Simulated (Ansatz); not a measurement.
Write the native input for Ansatz 0.2.0 that does the following.

- Task: relaxation of cell and atoms
- Functional: PBEsol
- Potentials or basis: Ansatz PAW
- Cutoff: 420 eV (not typed: the program's choice for these potentials)
- k mesh: 9 × 9 × 9
- Occupations: fermi-dirac, width 0.05 eV
- Spin: no spin polarisation

Sn:

```
Sn
1.0
    -2.94014    2.94014    1.59930
     2.94014   -2.94014    1.59930
     2.94014    2.94014   -1.59930
Sn
2
Cartesian
  0.0000 0.0000 0.0000
  0.0000 2.9401 0.7997
```

One way to write it, as run:

input.yaml

```yaml
crystal:
  lattice:
    - [-2.9401404553, 2.9401404553, 1.5993019889]
    - [2.9401404553, -2.9401404553, 1.5993019889]
    - [2.9401404553, 2.9401404553, -1.5993019889]
  atoms:
    - { symbol: Sn, position: [0.0, 0.0, 0.0] }
    - { symbol: Sn, position: [0.75, 0.25, 0.5] }
hamiltonian:
  xc: pbesol
  pseudopotentials: { kind: paw }
kpoints:
  mp_grid: { grid: [9, 9, 9] }
scf:
  occupations: { method: fermi_dirac, width: 0.05 }
output:
  forces: true
  stress: true
  eigenvalues: true
  write_density: true
  write_potential: true
  elf: true
  volumetric_format: npy
relax:
  f_tol: 0.01
  max_steps: 40
  cell: { stress_tol: 0.05 }
```

Potentials or basis: Ansatz PAW.

Launch:

```console
$ ansatz run input.yaml --threads 2 --pin off --max-ram 5632MiB --backend cpu --events-out ev --progress --plain --runs-dir out
```

Results of the run:

```
Relaxed volume                         : 26.89 Å³/atom
Relaxed cell                           : a = 4.419 Å, b = 4.419 Å, c = 4.419 Å, α = 97.33°, β = 97.33°, γ = 138.15°
Space group after relaxing (to 0.05 Å) : I4_1/amd (No. 141)
Energy gained by relaxing              : 3.7 meV/atom
Ionic steps                            : 5
Pressure after relaxing                : 0.0 GPa
Band gap on the k mesh                 : none (metal or under the smearing width)
```

Caveat: the plane-wave basis is chosen anew once the cell has moved, so the energies of steps on either side of that aren't comparable; the PAW data sets come from PBE, with cores solved anew for the run's functional, which leaves a small shift of forces and pressure.

Wall time 13 s on 2 threads of Arm Neoverse V1, with other jobs on the host, peak memory 0.37 GiB.
